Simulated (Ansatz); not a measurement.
**AgGaS2: the cell at several levels of theory**

One table from this session's results is given with a row withheld; the runs are named, their logs left out.

The runs shown are made with Ansatz 0.2.0. PAW datasets, plane waves, zero pressure. These are computed values for a spin-unpolarised cell that may be hypothetical; none is a measurement.

## The system as given

This is the cell as the run starts from it, not yet at rest; its lengths are not the crystal's.

Space group I-42d (No. 122), tetragonal; conventional cell a = 5.360 Å, c = 10.721 Å, 19.25 Å³ an atom. Around Ag lie 4 S at 2.32 Å; around S lie 2 Ag at 2.32 Å and 2 Ga at 2.32 Å; around Ga lie 4 S at 2.32 Å.

As a file:

```cif
data_structure
_symmetry_space_group_name_H-M 'I-42d'
_symmetry_Int_Tables_number 122
_cell_length_a 5.3604
_cell_length_b 5.3604
_cell_length_c 10.7207
_cell_angle_alpha 90.000
_cell_angle_beta 90.000
_cell_angle_gamma 90.000
_cell_volume 308.04
loop_
_atom_site_label
_atom_site_type_symbol
_atom_site_symmetry_multiplicity
_atom_site_Wyckoff_symbol
_atom_site_fract_x
_atom_site_fract_y
_atom_site_fract_z
_atom_site_occupancy
Ag1 Ag 4 a 0.00000 0.00000 0.00000 1
S1 S 8 d 0.25000 0.25000 0.12500 1
Ga1 Ga 4 b 0.50000 0.50000 0.00000 1
```

The first run:

input.yaml

```yaml
crystal:
  lattice:
    - [-2.6801754196, 2.6801754196, 5.3603508393]
    - [2.6801754196, -2.6801754196, 5.3603508393]
    - [2.6801754196, 2.6801754196, -5.3603508393]
  atoms:
    - { symbol: Ag, position: [0.0, 0.0, 0.0] }
    - { symbol: S, position: [0.375, 0.375, 0.5] }
    - { symbol: Ag, position: [0.75, 0.25, 0.5] }
    - { symbol: S, position: [0.125, 0.625, 0.0] }
    - { symbol: Ga, position: [0.5, 0.5, 0.0] }
    - { symbol: S, position: [0.875, 0.875, 0.5] }
    - { symbol: Ga, position: [0.25, 0.75, 0.5] }
    - { symbol: S, position: [0.625, 0.125, 0.0] }
kpoints:
  mp_grid: { grid: [6, 6, 6] }
hamiltonian:
  xc: pbe
scf:
  occupations: { method: fermi_dirac, width: 0.02 }
relax:
  f_tol: 0.005
  cell: {}
```

On the command line:

```sh
$ ansatz run input.yaml --threads 4 --pin off --max-ram 7372MiB --backend cpu --events-out ev --progress --plain --runs-dir out
```

Steps of the session up to this table: PBE: cell and atoms; r2SCAN: cell and atoms; PBEsol: cell and atoms; Relaxing with LDA.

One of the session's tables, all rows but one given; the rest of the session is left out.

| level | a (Å) | c (Å) | volume (Å³/atom) |
| --- | --- | --- | --- |
| PBE | ? | ? | ? |
| r2SCAN | 5.756 | 10.393 | 21.519 |
| PBEsol | 5.654 | 10.485 | 20.952 |
| LDA | 5.576 | 10.430 | 20.267 |

Estimate the missing values for PBE.

As computed: a (Å): 5.769; c (Å): 10.637; volume (Å³/atom): 22.125. In the column «a (Å)» it is the highest.

From the start to the first minimum the volume moved by +14.9 %. LDA gives the smallest cell and PBE the largest; they differ by 9.2 % in volume, a mean of 3.0 % in length.
